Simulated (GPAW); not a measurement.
As:

```
As
1.0
     1.88080    1.08588    3.51406
    -1.88080    1.08588    3.51406
     0.00000   -2.17176    3.51406
As
2
Direct
  0.22600 0.22600 0.22600
  0.77400 0.77400 0.77400
```

```yaml
Program: GPAW 26.7.0
Task: relaxation of cell and atoms
Functional: LDA
Potentials_or_basis: the program's PAW data sets (release 1.2.1) made for this functional
Cutoff: 600 eV
Basis: pw
k_mesh: 6 × 6 × 6
Occupations: fermi-dirac, width 0.05 eV
Spin: no spin polarisation
```

At the start: pressure -1.3 GPa; volume 21.53 Å³/atom.

Task: Where does the relaxation end?

Result: Over 7 steps the energy falls by 10.6 meV/atom and the volume is 20.56 Å³/atom (-4.5 %); space group R-3m (No. 166, to 0.05 Å).

Step by step:
```
step  energy change (eV)  largest force (eV/Å)  pressure (GPa)  volume (Å³)
   1              0.0000                0.2122           -1.26        43.06
   2             -0.0026                0.1839           -1.15        42.90
   3             -0.0152                0.0294            0.10        41.41
   4             -0.0160                0.0406            0.23        41.24
   5             -0.0184                0.0605            0.49        40.90
   6             -0.0202                0.0511            0.41        40.89
   7             -0.0212                0.0016            0.01        41.11
```

Final structure:
```
As
1.0
     1.88334    1.08735    3.34603
    -1.88334    1.08735    3.34603
     0.00000   -2.17469    3.34603
As
2
Cartesian
  0.0000 0.0000 2.3036
  0.0000 0.0000 7.7345
```

Caveat: later steps reuse the first step's grids.
